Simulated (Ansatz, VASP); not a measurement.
BiTe: VASP beside Ansatz

INCAR

```
SYSTEM = BiTe
PREC     = Accurate       ! precision mode
ENCUT    = 600            ! plane-wave cutoff, eV
EDIFF    = 1E-7           ! SCF threshold, eV
ISMEAR   = -1             ! smearing method
SIGMA    = 0.05           ! smearing width, eV
LREAL    = .False.        ! projectors in reciprocal space
LASPH    = .True.         ! aspherical terms in the spheres
NELM     = 100            ! most SCF steps
ALGO     = Normal         ! electronic algorithm
ISIF     = 3              ! what is computed and relaxed
LWAVE    = .False.        ! write WAVECAR
LCHARG   = .False.        ! write CHGCAR
GGA      = PE             ! functional
IVDW     = 12             ! dispersion correction
IBRION   = 2              ! ionic algorithm
NSW      = 60             ! ionic steps
EDIFFG   = -0.01          ! ionic threshold
```

File KPOINTS:

```
Automatic mesh
0
Gamma
  7 7 7
  0 0 0
```

File POSCAR:

```
BiTe
1.0
    0.0000000000      3.2350000000      3.2350000000
    3.2350000000      0.0000000000      3.2350000000
    3.2350000000      3.2350000000      0.0000000000
Bi Te
1 1
Direct
    0.0000000000      0.0000000000      0.0000000000
    0.5000000000      0.5000000000      0.5000000000
```

The input input.yaml:

```yaml
crystal:
  lattice:
    - [0.0, 3.235, 3.235]
    - [3.235, 0.0, 3.235]
    - [3.235, 3.235, 0.0]
  atoms:
    - { symbol: Bi, position: [0.0, 0.0, 0.0] }
    - { symbol: Te, position: [0.5, 0.5, 0.5] }
hamiltonian:
  xc: pbe
  pseudopotentials: { kind: paw }
  dispersion: d3bj
kpoints:
  mp_grid: { grid: [7, 7, 7] }
scf:
  occupations: { method: fermi_dirac, width: 0.05 }
output:
  forces: true
  stress: true
  eigenvalues: true
relax:
  f_tol: 0.01
  max_steps: 40
  cell: { stress_tol: 0.05 }
```

Alike in both runs: task relaxation of cell and atoms; functional PBE; dispersion D3(BJ); k mesh 7 × 7 × 7; occupations fermi-dirac, width 0.05 eV; no spin polarisation.

```csv
,VASP,Ansatz
version,VASP 6.6.1,Ansatz 0.2.0
potentials or method,"VASP PAW PBE potentials, release 64 (Bi_d, Te)",Ansatz PAW
plane-wave cutoff (eV),600,420
valence electrons in the cell,21,31
```

|  | VASP | Ansatz | Ansatz less VASP |
| --- | --- | --- | --- |
| gap on the k mesh at the Fermi level, each at its own relaxed structure (eV) | none | none | - |
| relaxed volume (Å³/atom) | 32.96 | 32.99 | +0.032 |
| relaxed cell length with the largest relative difference (Å) | 4.534 | 4.536 | +0.0015 |
| energy change over the relaxation (meV/atom) | -4 | -4 | +0.1 |

A gap of «none» marks a metal or a gap that the smearing closes. The two sets of potentials don't hold the same shells in valence.

Caveats: spin-orbit coupling is left out, which moves the levels of the heavy elements; pairwise dispersion overbinds metals, which lowers pressure and volume; the plane-wave basis is chosen anew once the cell has moved, so the energies of steps on either side of that aren't comparable (Ansatz).
